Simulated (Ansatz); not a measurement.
Ge: symmetry broken, then relaxed

Theory: Ansatz, DFT r2SCAN, scalar-relativistic, plane waves, PAW. The runs took a 500 eV cutoff, a Γ-centred 4×4×4 mesh and Gaussian smearing (0.05 eV). No spin polarisation. Energies are free energies at this smearing, counted from the undisturbed cell; pressure is positive in compression.

Reference structure (relaxed at this level; this form isn't the usual structure):

```
Ge
1.0
     5.94844    0.00000    0.00000
     0.00000    5.94844    0.00000
     0.00000    0.00000    7.08884
Ge
12
Cartesian
  0.5026 0.5026 0.0000
  2.4716 3.4768 5.3166
  5.4459 5.4459 3.5444
  3.4768 2.4716 1.7722
  1.0068 2.2175 1.7319
  0.7567 3.9811 7.0485
  4.9416 3.7309 5.2763
  5.1918 1.9674 3.5041
  3.9811 0.7567 0.0403
  3.7309 4.9416 1.8125
  1.9674 5.1918 3.5847
  2.2175 1.0068 5.3569
```

The atoms are displaced (Å, in the unstrained cell):

```csv
atom,ux,uy,uz
Ge1,-0.447,-0.262,0.315
Ge2,-0.209,0.193,0.200
Ge3,0.008,0.115,0.155
Ge4,-0.082,0.022,-0.085
Ge5,0.161,0.186,0.297
Ge6,-0.047,-0.186,-0.225
Ge7,0.560,0.041,0.002
Ge8,0.138,0.158,-0.414
Ge9,0.151,-0.079,-0.270
Ge10,-0.068,-0.186,-0.109
Ge11,0.073,0.062,-0.284
Ge12,-0.238,-0.063,0.418
```

Cell and atoms are then relaxed.

Q: Does the relaxation return to the undisturbed structure?

A: Yes (up to a choice of domain or origin): same space group and volume, and an energy -0.1 meV/atom from it. The disturbance itself cost 806.0 meV/atom. The final space group reads P4_32_12 (tolerance 0.05 Å) and the volume changes by 0.19 %.

Final structure:

```
Ge
1.0
     5.94701   -0.00010   -0.00034
    -0.00010    5.94628   -0.00013
    -0.00040   -0.00016    7.10677
Ge
12
Direct
  0.08437 0.08449 0.99995
  0.41562 0.58451 0.75007
  0.91565 0.91553 0.49996
  0.58439 0.41551 0.25001
  0.16859 0.37239 0.24317
  0.12763 0.66866 0.99315
  0.83139 0.62760 0.74311
  0.87235 0.33131 0.49315
  0.66862 0.12758 0.00683
  0.62763 0.83135 0.25684
  0.33144 0.87237 0.50689
  0.37233 0.16870 0.75686
```

The relaxation, step by step (energy from the first step; small jumps at an unchanged geometry come where the plane waves are selected anew for the new cell):

| step | ΔE (meV/atom) | largest force component (eV/Å) | pressure (GPa) |
| --- | --- | --- | --- |
| 1 | 0.0 | 13.597 | 13.35 |
| 2 | -574.1 | 2.741 | 1.72 |
| 3 | -736.0 | 1.850 | 0.41 |
| 4 | -791.5 | 0.699 | 0.48 |
| 5 | -802.7 | 0.082 | -1.73 |
| 6 | -805.9 | 0.029 | -0.09 |
| 7 | -806.0 | 0.006 | -0.01 |
| 8 | -806.1 | 0.006 | 0.00 |

Cost: 3 runs of about 21 core-minutes in all, on Oxide Virtual Turin-like Processor (Zen 5) (shared hosts).